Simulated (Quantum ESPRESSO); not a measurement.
## Ag under changes of volume

One of the cells (17.048 Å³/atom); the others are scaled copies at fixed shape and fractional positions:

```
Ag
1.0
     0.00000    2.04275    2.04275
     2.04275    0.00000    2.04275
     2.04275    2.04275    0.00000
Ag
1
Direct
  0.00000 0.00000 0.00000
```

```yaml
Program: Quantum ESPRESSO 7.5
Functional: PBEint
Potentials_or_basis: PseudoDojo 0.4.1 SR PBE standard
Cutoff: 1116 eV
Density_cutoff: 4463 eV
k_mesh: 11 × 11 × 11
Occupations: fermi-dirac, width 0.05 eV
Spin: no spin polarisation
```

```tsv
volume (Å³/atom)	energy over the lowest point (meV/atom)	pressure (GPa)
16.025	?	?
16.366	5.46	3.7
16.707	0.13	1.1
17.048	0.00	-1.2
17.389	4.38	-3.1
17.730	12.67	-4.8
18.071	24.25	-6.3
```

Problem. What does the run at 16.025 Å³/atom give?

Solution. Energy over the lowest point 16.74 meV/atom; pressure 6.7 GPa.

Worked out: A Birch-Murnaghan fit of order 3 (a polynomial in V^(-2/3)) to the other rows has its minimum at 16.88 Å³/atom with B0 = V·E''(V) = 112 GPa and B' = 6.3. It gives 16.85 meV/atom at 16.025 Å³/atom, against the run's 16.74, and -dE/dV = 6.9 GPa, against 6.7.

Energies are extrapolated to zero smearing.

Caveats: the potentials were made for another functional, which shifts forces and pressure.
